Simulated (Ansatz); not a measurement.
# Ca: the cost of one run

Method: DFT PBE, scalar-relativistic, plane waves, PAW, in Ansatz 0.2.0.

### Step 1. The structure to begin with

It takes space group I4/mmm (No. 139, tetragonal). Conventional cell: a = 4.410 Å, b = 4.410 Å, c = 4.392 Å, α = 90.00°, β = 90.00°, γ = 90.00°. Ca (site symmetry 4/mmm) is surrounded by 8 Ca at 3.81 Å.

Coordinates:

```cif
data_structure
_symmetry_space_group_name_H-M 'P 1'
_symmetry_Int_Tables_number 1
_cell_length_a 3.8143
_cell_length_b 3.8143
_cell_length_c 3.8143
_cell_angle_alpha 109.360
_cell_angle_beta 109.360
_cell_angle_gamma 109.694
_cell_volume 42.72
loop_
_atom_site_label
_atom_site_type_symbol
_atom_site_fract_x
_atom_site_fract_y
_atom_site_fract_z
_atom_site_occupancy
Ca1 Ca 0.50000 0.50000 0.00000 1
```

The structure comes from the Materials Project (structure only).

### Step 2. Self-consistent density

Contents of input.yaml:

```yaml
crystal:
  lattice:
    - [-2.2052049036, 2.2052049036, 2.19611481]
    - [2.2052049036, -2.2052049036, 2.19611481]
    - [2.2052049036, 2.2052049036, -2.19611481]
  atoms:
    - { symbol: Ca, position: [0.5, 0.5, 0.0] }
basis:
  ecutwfc: 420
  fft_grid_basis: typed
kpoints:
  mp_grid: { grid: [12, 12, 12] }
hamiltonian:
  xc: pbe
  pseudopotentials: { kind: paw }
scf:
  occupations: { method: gaussian, width: 0.05 }
output:
  forces: true
  stress: true
  eigenvalues: true
  bader: true
  write_density: true
  volumetric_format: npy
  elf: true
```

Run with:

```sh
> ansatz run input.yaml --threads 1 --pin off --max-ram 2560MiB --backend cpu --events-out ev --progress --plain --runs-dir out
```

What time and memory should one allow on 1 thread of Arm Neoverse N1, shared host?

About 12 s, with a peak of 0.33 GiB.
